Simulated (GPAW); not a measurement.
# MnO (Fm-3m) in GPAW: notebook

The runs below take MnO through single point, relaxation of the atoms, with r2SCAN, PBE.

All numbers are computed with GPAW 26.7.0; they aren't measurements. Logs are shortened: lines on timing, memory, paths and dates and some standing lists are left out, and cuts for length are marked. The log counts tension as positive stress, the text compression.

## (1) Starting point

The structure is cubic, space group Fm-3m (No. 225). The conventional cell has a = 4.444 Å, b = 4.444 Å, c = 4.444 Å, α = 90.00°, β = 90.00°, γ = 90.00°. Around Mn (site symmetry m-3m) lie 6 O at 2.22 Å. Around O (site symmetry m-3m) lie 6 Mn at 2.22 Å.

## (2) Single point, r2SCAN, collinear spin, ferromagnetic start

Input file run.py:

```python
from ase import Atoms
from ase.dft.bandgap import bandgap
from ase.io import write
from ase.units import GPa
from gpaw import GPAW, PW

atoms = Atoms(['Mn', 'O'],
              cell=[[0.0, 2.22200033, 2.22200033],
                    [2.22200033, 0.0, 2.22200033],
                    [2.22200033, 2.22200033, 0.0]],
              scaled_positions=[[0.0, 0.0, 0.0],
                                [0.5, 0.5, 0.5]],
              pbc=True)
atoms.set_initial_magnetic_moments([4.0, 0.0])

calc = GPAW(mode=PW(800),
            xc='MGGA_X_R2SCAN+MGGA_C_R2SCAN',
            kpts={'size': (7, 7, 7), 'gamma': True},
            occupations={'name': 'fermi-dirac', 'width': 0.05},
            nbands=21,
            convergence={'density': 1e-05, 'energy': 1e-05},
            maxiter=150,
            txt='gpaw.txt')
atoms.calc = calc
energy = atoms.get_potential_energy()
forces = atoms.get_forces()
stress = atoms.get_stress()
calc.write('gs.gpw')
write('result.traj', atoms)
print(f'Energy: {energy:.6f} eV')
print('Forces (eV/A):')
print(forces.round(4))
print('Stress (GPa):', (stress / GPa).round(3))
print('Moments:', calc.get_magnetic_moments().round(3))
print('Fermi level:', round(calc.get_fermi_level(), 4), 'eV')
print(f'Gap: {bandgap(calc)[0]:.4f} eV, direct: {bandgap(calc, direct=True)[0]:.4f} eV')
```

Potentials or basis: GPAW PAW data sets (gpaw-data 1.2.1), pw.

Command:

```console
$ OMP_NUM_THREADS=1 python run.py
```

gpaw.txt:

```text
__  _  _
 | _ |_)|_||  |
 |__||  | ||/\| - 26.7.0

Input parameters:
  mode=PW(ecut=800.0),
  convergence={'density': 1e-05, 'energy': 1e-05},
  kpts=MonkhorstPack(size=(7, 7, 7), gamma=True),
  maxiter=150,
  nbands=21,
  occupations=Occupations(name='fermi-dirac', width=0.05),
  xc=XC(name='MGGA_X_R2SCAN+MGGA_C_R2SCAN')

Diagonalizing LCAO Hamiltonian
Converting LCAO to pw mode

              O

       Mn

Atoms  # Å, Bohr magnetons
|   | symbol |        x |        y |        z |    initial magnetic moments |
|---|--------|----------|----------|----------|-----------------------------|
| 0 |     Mn | 0.000000 | 0.000000 | 0.000000 | ( 0.0000,  0.0000,  4.0000) |
| 1 |      O | 2.222000 | 2.222000 | 2.222000 | ( 0.0000,  0.0000,  0.0000) |

Unit cell  # Å
| periodic |        x |        y |        z |  lengths |    angles |
|----------|----------|----------|----------|----------|-----------|
|      yes | 0.000000 | 2.222000 | 2.222000 | 3.142383 | 60.000000 |
|      yes | 2.222000 | 0.000000 | 2.222000 | 3.142383 | 60.000000 |
|      yes | 2.222000 | 2.222000 | 0.000000 | 3.142383 | 60.000000 |

Number of symmetries: 48
Symmetry operations  # r_c * U_cc + t_c -> r_c
|    | kind |            matrix            |
|----|------|------------------------------|
|  0 |  σ   |  1, 0, 0,  1, 0,-1,  1,-1, 0 |
|  1 |  C2  |  1, 0, 0,  1,-1, 0,  1, 0,-1 |
|  2 |  E   |  1, 0, 0,  0, 1, 0,  0, 0, 1 |
|  3 |  σ   |  1, 0, 0,  0, 0, 1,  0, 1, 0 |
|  4 |  C4  |  1, 0,-1,  1, 0, 0,  1,-1, 0 |
|  5 |  S6  |  1, 0,-1,  1,-1, 0,  1, 0, 0 |
|  6 |  σ   |  1, 0,-1,  0, 1,-1,  0, 0,-1 |
|  7 |  C3  |  1, 0,-1,  0, 0,-1,  0, 1,-1 |
|  8 |  S6  |  1,-1, 0,  1, 0, 0,  1, 0,-1 |
|  9 |  C4  |  1,-1, 0,  1, 0,-1,  1, 0, 0 |
| 10 |  C3  |  1,-1, 0,  0,-1, 1,  0,-1, 0 |
| 11 |  σ   |  1,-1, 0,  0,-1, 0,  0,-1, 1 |
| 12 |  σ   |  0, 1, 0,  1, 0, 0,  0, 0, 1 |
| 13 |  C4  |  0, 1, 0,  0, 1,-1, -1, 1, 0 |
| 14 |  C3  |  0, 1, 0,  0, 0, 1,  1, 0, 0 |
| 15 |  S6  |  0, 1, 0, -1, 1, 0,  0, 1,-1 |
| 16 |  C2  |  0, 1,-1,  1, 0,-1,  0, 0,-1 |
| 17 |  σ   |  0, 1,-1,  0, 1, 0, -1, 1, 0 |
| 18 |  S4  |  0, 1,-1,  0, 0,-1,  1, 0,-1 |
| 19 |  C4  |  0, 1,-1, -1, 1, 0,  0, 1, 0 |
| 20 |  C3  |  0, 0, 1,  1, 0, 0,  0, 1, 0 |
| 21 |  σ   |  0, 0, 1,  0, 1, 0,  1, 0, 0 |
| 22 |  S6  |  0, 0, 1,  0,-1, 1, -1, 0, 1 |
| 23 |  C4  |  0, 0, 1, -1, 0, 1,  0,-1, 1 |
| 24 |  S4  |  0, 0,-1,  1, 0,-1,  0, 1,-1 |
| 25 |  C3  |  0, 0,-1,  0, 1,-1,  1, 0,-1 |
| 26 |  C2  |  0, 0,-1,  0,-1, 0, -1, 0, 0 |
| 27 |  S6  |  0, 0,-1, -1, 0, 0,  0,-1, 0 |
| 28 |  S4  |  0,-1, 1,  1,-1, 0,  0,-1, 0 |
| 29 |  C4  |  0,-1, 1,  0, 0, 1, -1, 0, 1 |
| 30 |  C2  |  0,-1, 1,  0,-1, 0,  1,-1, 0 |
| 31 |  σ   |  0,-1, 1, -1, 0, 1,  0, 0, 1 |
| 32 |  C3  |  0,-1, 0,  1,-1, 0,  0,-1, 1 |
| 33 |  S6  |  0,-1, 0,  0, 0,-1, -1, 0, 0 |
| 34 |  S4  |  0,-1, 0,  0,-1, 1,  1,-1, 0 |
| 35 |  C2  |  0,-1, 0, -1, 0, 0,  0, 0,-1 |
| 36 |  C2  | -1, 1, 0,  0, 1, 0,  0, 1,-1 |
| 37 |  S6  | -1, 1, 0,  0, 1,-1,  0, 1, 0 |
| 38 |  S4  | -1, 1, 0, -1, 0, 1, -1, 0, 0 |
| 39 |  C3  | -1, 1, 0, -1, 0, 0, -1, 0, 1 |
| 40 |  S6  | -1, 0, 1,  0, 0, 1,  0,-1, 1 |
| 41 |  C2  | -1, 0, 1,  0,-1, 1,  0, 0, 1 |
| 42 |  C3  | -1, 0, 1, -1, 1, 0, -1, 0, 0 |
| 43 |  S4  | -1, 0, 1, -1, 0, 0, -1, 1, 0 |
| 44 |  C2  | -1, 0, 0,  0, 0,-1,  0,-1, 0 |
| 45 |  i   | -1, 0, 0,  0,-1, 0,  0, 0,-1 |
| 46 |  σ   | -1, 0, 0, -1, 1, 0, -1, 0, 1 |
| 47 |  C2  | -1, 0, 0, -1, 0, 1, -1, 1, 0 |

BZ-sampling:
  Number of BZ points: 343
  Number of IBZ points: 20

  Monkhorst-Pack size: [7, 7, 7]
  Monkhorst-Pack shift: [0, 0, 0]

K-points  # in reciprocal-cell coordinates
|     |                                coordinates |     weight |
|-----|--------------------------------------------|------------|
|   0 | (  0.00000000,   0.00000000,   0.00000000) | 0.00291545 |
|   1 | (  0.14285714,   0.14285714,   0.00000000) | 0.01749271 |
|   2 | (  0.14285714,   0.14285714,   0.14285714) | 0.02332362 |
|   3 | (  0.28571429,   0.14285714,   0.14285714) | 0.03498542 |
|   4 | (  0.28571429,   0.28571429,   0.00000000) | 0.01749271 |
|   5 | (  0.28571429,   0.28571429,   0.14285714) | 0.06997085 |
|   6 | (  0.28571429,   0.28571429,   0.28571429) | 0.02332362 |
|   7 | (  0.42857143,  -0.28571429,  -0.28571429) | 0.03498542 |
|   8 | (  0.42857143,   0.28571429,  -0.42857143) | 0.13994169 |
|   9 | (  0.42857143,   0.28571429,  -0.28571429) | 0.06997085 |
| ... |                                            |            |
|  19 | (  0.42857143,   0.42857143,   0.42857143) | 0.02332362 |

Plane wave coefficients: 1143
Cutoff: 800.0 eV

Spin-components: 2 (collinear spins)
Bands:           21
Projectors:      11
Spin-degeneracy: 1
Datatype:        complex128

Parallelization:
  kpt:    1
  domain: 1
  band:   1

Density:
  Valence electrons: 21.0
  Components: 2
  Grid points: [21 21 21]
  Charge: 0.0  # |e|

Potential:
  Grid points: [21 21 21]

species:
  Mn:
    name:    Manganese
    Z:       25.0
    valence: 15
    core:    10
    charge:  0.0  # [|e|]
    compensation charges:
      type: gauss
      rc: 0.38  # [Å]
      lmax: 2
    cutoffs:
      filter: 2.14  # [Å]
      core: 0.86  # [Å]
    projectors
    | kind |    occ | energy [eV] | rcut [Å] |
    |------|--------|-------------|----------|
    |   3s |  2.000 |     -85.859 |    1.275 |
    |   4s |  2.000 |      -5.106 |    1.275 |
    |   3p |  6.000 |     -54.597 |    1.281 |
    |   4p |  0.000 |      -1.371 |    1.281 |
    |   3d |  5.000 |      -6.771 |    1.138 |
    |    d |        |      20.441 |    1.138 |

    Using partial waves for Mn as LCAO basis

  O:
    name:    Oxygen
    Z:       8.0
    valence: 6
    core:    2
    charge:  0.0  # [|e|]
    compensation charges:
      type: gauss
      rc: 0.21  # [Å]
      lmax: 2
    cutoffs:
      filter: 1.17  # [Å]
      core: 0.83  # [Å]
    projectors
    | kind |    occ | energy [eV] | rcut [Å] |
    |------|--------|-------------|----------|
    |   2s |  2.000 |     -23.961 |    0.688 |
    |   2p |  4.000 |      -9.029 |    0.598 |
    |    s |        |       3.251 |    0.688 |
    |    p |        |      18.182 |    0.598 |
    |    d |        |       0.000 |    0.619 |

    Using partial waves for O as LCAO basis

Reference energy: -33554.940374  # eV

eigensolver:
  PPCG
  Converge bands: occupied
  niter=2

density mixing:
  MSR1-Mixer
  Pratt-step length: 0.05
  Maximum mixing coefficient: 0.75
  Old densities: 10
  SVD Regularization: 0.005
  Good broyden scale: 1.0
  Trust region scale: 1.0
  Backstep threshold: 4.0
  History deletion threshold: 6.0
  Fourier metric: weight=20.0, sigma=0.015

occupation numbers:
  Fermi-Dirac:
    width: 0.0500  # eV

poisson solver:
  ecut: 6400.0  # eV

xc functional:
  name: MGGA_X_R2SCAN+MGGA_C_R2SCAN with 2 nearest neighbor stencil

convergence criteria:
- Maximum integral of absolute [dens]ity change: 1e-05 electrons / valence electron
- Maximum [total energy] change in last 3 cyles: 1e-05 eV / valence electron
- Maximum integral of absolute [eigenst]ate change: 4e-08 eV^2 / valence electron
maximum number of iterations: 150

SCF iterations
|iter     | |      energy | eigst |  dens |  magmom |
|---------|-|-------------|-------|-------|---------|
|iter:   1| |  -30.361550 | +0.15 |       |  +4.0033|
|iter:   2| |  -24.576121 | -1.61 | -0.88 |  +4.0528|
|iter:   3| |  -26.243164 | -1.15 | -0.89 |  +4.7280|
|iter:   4| |  -24.641692 | -1.14 | -0.90 |  +4.6261|
|iter:   5| |  -24.455386 | -2.15 | -1.35 |  +4.6625|
|iter:   6| |  -24.487281 | -2.53 | -1.55 |  +5.0306|
|iter:   7| |  -24.485810 | -4.00 | -2.05 |  +4.9876|
|iter:   8| |  -24.485969 | -5.11 | -2.84 |  +4.9920|
|iter:   9| |  -24.485993c| -6.11 | -3.41 |  +4.9931|
|iter:  10| |  -24.485994c| -6.79 | -3.94 |  +4.9929|
|iter:  11| |  -24.485993c| -8.39c| -4.70 |  +4.9928|
|iter:  12| |  -24.485993c| -7.92c| -4.95 |  +4.9928|
|iter:  13| |  -24.485993c| -8.47c| -5.45c|  +4.9928|

Converged in 13 steps
Energy contributions relative to reference atoms: (reference = -33554.940374)

Energy contributions:
  Kinetic:          31.808490
  Coulomb:         -26.596466
  Zero:              0.246833
  External:          0.000000
  Xc:              -29.943915
  Entropy:          -0.001869
  Spinorbit:         0.000000
  ----------------------------
  Free energy:     -24.486927
  Extrapolated:    -24.485993

dipole moment: (-9.649912, -9.649912, -9.649912)  # |e|*Ang

Total magnetic moment: (0.000000, 0.000000, 4.992797)

Local magnetic moments
|        x |        y |        z |
|----------|----------|----------|
| 0.000000 | 0.000000 | 4.442954 |  # Mn   0
| 0.000000 | 0.000000 | 0.200643 |  # O    1

Fermi level: 8.157
Eigenvalues  # (at kpt = [0.000, 0.000, 0.000])
| band index |      eig [eV] | occ [0-1] |      eig [eV] | occ [0-1] |
|------------|---------------|-----------|---------------|-----------|
|          0 |       -76.876 |     1.000 |       -70.410 |     1.000 |
|        ... |               |           |               |           |
|          3 |       -44.418 |     1.000 |       -38.014 |     1.000 |
|          4 |       -13.274 |     1.000 |       -12.734 |     1.000 |
|          5 |         4.107 |     1.000 |         4.672 |     1.000 |
|          6 |         4.107 |     1.000 |         4.673 |     1.000 |
|          7 |         4.107 |     1.000 |         4.673 |     1.000 |
|          8 |         4.532 |     1.000 |         9.706 |     0.000 |
|          9 |         4.532 |     1.000 |         9.943 |     0.000 |
|         10 |         4.532 |     1.000 |         9.943 |     0.000 |
|         11 |         5.036 |     1.000 |         9.943 |     0.000 |
|         12 |         5.036 |     1.000 |        10.664 |     0.000 |
|         13 |         7.846 |     0.998 |        10.664 |     0.000 |
|         14 |        22.759 |     0.000 |        23.694 |     0.000 |
|         15 |        25.019 |     0.000 |        27.005 |     0.000 |
|         16 |        25.019 |     0.000 |        27.005 |     0.000 |
|         17 |        25.019 |     0.000 |        27.005 |     0.000 |
|         18 |        28.531 |     0.000 |        31.679 |     0.000 |
|        ... |               |           |               |           |
|         20 |        28.531 |     0.000 |        31.682 |     0.000 |

No gap
No difference between direct/indirect transitions

Forces  # eV/Ang
|        x |       y |        z |
|----------|---------|----------|
| -0.00000 | 0.00000 |  0.00000 |  # Mn   0
|  0.00000 | 0.00000 | -0.00000 |  # O    1

Stress tensor  # eV/Ang^3
|         x |         y |         z |
|-----------|-----------|-----------|
| -0.023647 | -0.000000 | -0.000000 |
| -0.000000 | -0.023647 |  0.000000 |
| -0.000000 |  0.000000 | -0.023647 |

# Writing to gs.gpw (mode='')
```

Wall time 99 s (1 thread of Arm Neoverse V1, shared host); peak memory 0.25 GiB.

Results:

```
Free energy            : -24.4869 eV
Pressure               : 3.8 GPa
Band gap on the k mesh : none (metal or under the smearing width)
Net moment             : 4.99 μB per cell
Site moments           : Mn +4.44; O +0.20 μB
```

Levels at points of the mesh, in eV from the Fermi level:
Spin up:
```
           k point  band 10  band 11  band 12  band 13  band 14  band 15  band 16  band 17
(0.00, 0.00, 0.00)    -3.63    -3.63    -3.12    -3.12    -0.31    14.60    16.86    16.86
```
Spin down:
| k point | band 4 | band 5 | band 6 | band 7 | band 8 | band 9 | band 10 | band 11 | band 12 | band 13 |
| --- | --- | --- | --- | --- | --- | --- | --- | --- | --- | --- |
| (0.00, 0.00, 0.00) | -46.17 | -20.89 | -3.48 | -3.48 | -3.48 | 1.55 | 1.79 | 1.79 | 1.79 | 2.51 |

Caveat: the PAW data sets were made with another functional, which shifts forces and pressure a little; a cell with one magnetic atom can't hold antiferromagnetic order, which such compounds often take; semilocal functionals often make such compounds metallic where correlation or magnetic order opens a gap, which also shifts bond lengths.

## (3) Relaxation of the atoms, PBE, collinear spin, ferromagnetic start

Input file run.py:

```python
from ase import Atoms
from ase.io import write
from ase.optimize import BFGS
from gpaw import GPAW, PW

atoms = Atoms(['Mn', 'O'],
              cell=[[0.0, 2.22200033, 2.22200033],
                    [2.22200033, 0.0, 2.22200033],
                    [2.22200033, 2.22200033, 0.0]],
              scaled_positions=[[0.0, 0.0, 0.0],
                                [0.5, 0.5, 0.5]],
              pbc=True)
atoms.set_initial_magnetic_moments([4.0, 0.0])

calc = GPAW(mode=PW(800),
            xc='PBE',
            kpts={'size': (7, 7, 7), 'gamma': True},
            occupations={'name': 'fermi-dirac', 'width': 0.05},
            nbands=21,
            convergence={'density': 1e-05, 'forces': 0.0001},
            maxiter=150,
            txt='gpaw.txt')
atoms.calc = calc
opt = BFGS(atoms, trajectory='relax.traj', logfile='-')
done = opt.run(fmax=0.02, steps=60)
calc.write('gs.gpw')
write('result.traj', atoms)
print('Converged:', done)
print('Cell:', atoms.cell.cellpar().round(4))
print('Volume:', round(atoms.get_volume(), 4))
print(atoms.get_scaled_positions().round(5))
```

Potentials or basis: GPAW PAW data sets (gpaw-data 1.2.1), pw.

Command:

```console
$ OMP_NUM_THREADS=1 python run.py
```

It took 26 s on 1 thread of Arm Neoverse V1, shared host; peak memory 0.17 GiB.

The run converged. Its results:

```yaml
Free_energy: -17.1801 eV
Band_gap_on_the_k_mesh: none (metal or under the smearing width)
Net_moment: 4.69 μB per cell
Site_moments: Mn +4.18; O +0.16 μB
```

Final structure:
```
Mn O
1.0
     0.00000    2.22200    2.22200
     2.22200    0.00000    2.22200
     2.22200    2.22200    0.00000
Mn O
1 1
Direct
  0.00000 0.00000 0.00000
  0.50000 0.50000 0.50000
```

Levels at points of the mesh, in eV from the Fermi level:
Spin up:
```csv
k point,band 10,band 11,band 12,band 13,band 14,band 15,band 16,band 17
"(0.00, 0.00, 0.00)",-3.27,-3.27,-2.73,-2.73,-0.68,13.84,16.16,16.16
```
Spin down:
| k point | band 5 | band 6 | band 7 | band 8 | band 9 | band 10 | band 11 | band 12 |
| --- | --- | --- | --- | --- | --- | --- | --- | --- |
| (0.00, 0.00, 0.00) | -20.01 | -3.59 | -3.59 | -3.59 | 0.63 | 0.64 | 0.64 | 0.64 |

Caveat: the density grid can change from cell to cell, which puts small steps into energies and stress; each step starts from the last one's moments, so a moment once lost doesn't come back; the relaxation stopped at its first step, so nothing moved; later steps reuse the first step's grids; a cell with one magnetic atom can't hold antiferromagnetic order, which such compounds often take; semilocal functionals often make such compounds metallic where correlation or magnetic order opens a gap, which also shifts bond lengths. With open d or f shells a metallic result of PBE can be an artefact of self-interaction; +U or a hybrid may open a gap.

## (4) Relaxation of the atoms, PBE, collinear spin, ferromagnetic start (strain = 0.02)

Edit run.py of step 3 so:

```diff
@@ -7,4 +7,4 @@
               cell=[[0.0, 2.22200033, 2.22200033],
-                    [2.22200033, 0.0, 2.22200033],
-                    [2.22200033, 2.22200033, 0.0]],
+                    [2.2664403366, 0.0, 2.22200033],
+                    [2.2664403366, 2.22200033, 0.0]],
               scaled_positions=[[0.0, 0.0, 0.0],
```

Command:

```console
$ OMP_NUM_THREADS=1 python run.py
```

It took 53 s on 1 thread of Arm Neoverse V1, shared host; peak memory 0.18 GiB.

It converged, with:

| Quantity | Value |
| --- | --- |
| Free energy | -17.1783 eV |
| Band gap on the k mesh | none (metal or under the smearing width) |
| Net moment | 4.73 μB per cell |
| Site moments | Mn +4.22; O +0.16 μB |

Final structure:
```yaml
crystal:
  lattice:
    - [0.00000, 2.22200, 2.22200]
    - [2.26644, 0.00000, 2.22200]
    - [2.26644, 2.22200, 0.00000]
  atoms:
    - { symbol: Mn, position: [0.00000, 0.00000, 0.00000] }
    - { symbol: O, position: [0.50000, 0.50000, 0.50000] }
```

Levels at points of the mesh, in eV from the Fermi level:
Spin up:
```csv
k point,band 10,band 11,band 12,band 13,band 14,band 15,band 16,band 17
"(0.00, 0.00, 0.00)",-3.18,-3.18,-2.73,-2.65,-0.71,13.83,16.05,16.05
```
Spin down:
| k point | band 6 | band 7 | band 8 | band 9 | band 10 | band 11 |
| --- | --- | --- | --- | --- | --- | --- |
| (0.00, 0.00, 0.00) | -3.47 | -3.47 | -3.40 | 0.58 | 0.66 | 0.78 |

Caveat: the density grid can change from cell to cell, which puts small steps into energies and stress; each step starts from the last one's moments, so a moment once lost doesn't come back; the relaxation stopped at its first step, so nothing moved; later steps reuse the first step's grids; a cell with one magnetic atom can't hold antiferromagnetic order, which such compounds often take; semilocal functionals often make such compounds metallic where correlation or magnetic order opens a gap, which also shifts bond lengths.

## (5) Overview

| task | level | cell | optimizer | fmax | max steps | convergence | gap on the mesh (eV) | moment (μB) |
| --- | --- | --- | --- | --- | --- | --- | --- | --- |
| single point | r2SCAN | as given | - | - | - | - | none | 4.99 |
| relaxation of the atoms | PBE | atoms relaxed | BFGS | 0.02 eV/Å | 60 | density=1e-05 forces=0.0001 | none | 4.69 |
| relaxation of the atoms | PBE | atoms relaxed from: strain = 0.02 | BFGS | 0.02 eV/Å | 60 | density=1e-05 forces=0.0001 | none | 4.73 |

Alike in all rows: potentials or basis GPAW PAW data sets (gpaw-data 1.2.1), pw; spin collinear, ferromagnetic start; k mesh 7 × 7 × 7; cutoff (eV) 800; smearing fermi-dirac 0.05 eV.

Caveats: a cell with one magnetic atom can't hold antiferromagnetic order, which such compounds often take; semilocal functionals often make such compounds metallic where correlation or magnetic order opens a gap, which also shifts bond lengths; the density grid can change from cell to cell, which puts small steps into energies and stress (some runs); each step starts from the last one's moments, so a moment once lost doesn't come back (some runs); the relaxation stopped at its first step, so nothing moved (some runs); later steps reuse the first step's grids (some runs); the PAW data sets were made with another functional, which shifts forces and pressure a little (some runs).

Absolute energies hang on the potentials; compare differences alone.
